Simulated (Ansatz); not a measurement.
Here is an Ansatz 0.2.0 calculation.

input.yaml

```yaml
crystal:
  lattice: { a: 3.83, b: 3.83, c: 3.83, alpha: 90.0, beta: 90.0, gamma: 90.0 }
  space_group: 225
  reduce_to_primitive: true
  atoms:
    - { symbol: Ru, wyckoff: "4a", position: [0.0, 0.0, 0.0] }
hamiltonian:
  xc: pbesol
  pseudopotentials: { kind: paw_fr }
  dispersion: d4
magnetization:
  noncollinear: true
  spin_orbit: true
kpoints:
  mp_grid: { grid: [12, 12, 12] }
scf:
  occupations: { method: fermi_dirac, width: 0.1 }
output:
  forces: true
  stress: true
  eigenvalues: true
  bader: true
  populations: true
```

Potentials or basis: Ansatz PAW.

Launch:

```sh
$ ansatz run input.yaml --threads 1 --pin off --max-ram 2560MiB --backend cpu --events-out ev --progress --plain --runs-dir out
```

(1) Predict the pressure.

(2) Predict the band gap on the k mesh.

Answers

(1) -17.6 GPa.

(2) none (metal or under the smearing width).

Caveat: so large a pressure means that the cell lies far from this level's equilibrium, or that cutoff or potentials fall short; pairwise dispersion overbinds metals, which lowers pressure and volume; the PAW data sets come from PBE, with cores solved anew for the run's functional, which leaves a small shift of forces and pressure.
